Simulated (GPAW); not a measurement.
Hf in GPAW: convergence with smearing width (eV)

Input of the first run (smearing width (eV) 0.5); the others differ in this setting and in those tied to it:

The input run.py:

```python
from ase.dft.bandgap import bandgap
from ase.io import read, write
from ase.units import GPa
from gpaw import GPAW, PW

atoms = read('Hf.xyz')

calc = GPAW(mode=PW(600),
            xc='PBE',
            kpts={'size': (7, 7, 4), 'gamma': True},
            occupations={'name': 'methfessel-paxton', 'width': 0.5, 'order': 1},
            nbands=24,
            convergence={'density': 1e-05, 'energy': 1e-05},
            maxiter=100,
            txt='gpaw.txt')
atoms.calc = calc
energy = atoms.get_potential_energy()
forces = atoms.get_forces()
stress = atoms.get_stress()
calc.write('gs.gpw')
write('result.traj', atoms)
print(f'Energy: {energy:.6f} eV')
print('Forces (eV/A):')
print(forces.round(4))
print('Stress (GPa):', (stress / GPa).round(3))
print('Fermi level:', round(calc.get_fermi_level(), 4), 'eV')
print(f'Gap: {bandgap(calc)[0]:.4f} eV, direct: {bandgap(calc, direct=True)[0]:.4f} eV')
```

Hf.xyz

```xyz
2
Lattice="3.1967000000 0.0000000000 0.0000000000 -1.5983500000 2.7684234083 0.0000000000 0.0000000000 0.0000000000 5.0578000000" Properties=species:S:1:pos:R:3 pbc="T T T"
Hf     1.5983500002      0.9228078027      3.7933500000
Hf    -0.0000000002      1.8456156056      1.2644500000
```

Potentials or basis: GPAW PAW data sets (gpaw-data 1.2.1), pw.

Command:

```sh
$ OMP_NUM_THREADS=1 python run.py
```

Hardware: 1 thread of Arm Neoverse V2, with other jobs on the host.

```csv
smearing width (eV),"energy less the tightest run, at zero smearing (meV/atom)",pressure (GPa),SCF cycles,CPU time (s),peak memory (GiB)
0.5,1.71,0.97,9,14,0.16
0.3,2.71,1.24,9,14,0.16
0.2,1.51,1.31,9,14,0.16
0.15,0.95,1.32,9,14,0.16
0.1,0.37,1.31,9,14,0.16
0.05,0.08,1.32,9,14,0.16
0.025,-0.03,1.35,9,14,0.16
0.01,0.00,1.35,9,14,0.16
```

Against the tightest run, the energy stays within 1 meV/atom from 0.15 on; the pressure stays within 0.1 GPa from 0.2 on. Narrower smearing needs a denser k mesh, so at a fixed mesh the narrowest width isn't the most accurate. The tightest run that finished is the yardstick and may itself not be fully converged.

Caveat, for the tightest run too: this smearing can pin the Fermi level at a band edge. Spin-orbit coupling is left out, which matters for the levels of Hf.
